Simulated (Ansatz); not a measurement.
Theory: Ansatz, DFT PBE, scalar-relativistic, plane waves, PAW. All cells share a 420 eV cutoff and Γ-centred k meshes spaced at most about 0.3 Å⁻¹ (about 0.25 or finer for metals, 2π included). No spin polarisation.

Temperature and zero-point effects are left out.

Question: Order these relaxed structures of Al3Ga3N2 by energy, lowest first, with the energy over the lowest of them.
A.

```
Al Ga N
1.0
     3.09486    0.00000    0.00000
    -1.54743    2.68022    0.00000
     0.00000    0.00000   14.48551
Al Ga N
3 3 2
Cartesian
  0.0000 1.7868 2.5167
  0.0000 0.0000 14.4590
  1.5474 0.8934 9.8558
  0.0000 0.0000 5.1923
  0.0000 1.7868 7.5764
  0.0000 1.7868 12.2313
  0.0000 0.0000 1.8898
  0.0000 1.7868 4.4091
```

B.

```
Al Ga N
1.0
     3.07622    0.00000    0.00000
    -1.53811    2.66409    0.00000
     0.00000    0.00000   14.61898
Al Ga N
3 3 2
Direct
  0.33333 0.66667 0.17524
  0.00000 0.00000 0.35207
  0.00000 0.00000 0.00101
  0.33333 0.66667 0.51880
  0.33333 0.66667 0.84592
  0.66667 0.33333 0.68014
  0.00000 0.00000 0.13350
  0.33333 0.66667 0.30632
```

Answer: B (0 meV/atom), A (202 meV/atom). Forms: B P3m1; A P3m1. Counting Al or Ga atoms around N (for each partner element, those within 1.25 times its shortest distance or 1.15 times the sum of covalent radii, where it is the nearest in units of that sum or under 1.3): B has N 4; A has N 4. Both come from invented guesses.

Cells relaxed within their symmetry can be saddle points. Some candidate types were left out of the draw beforehand, so a known form may be missing.
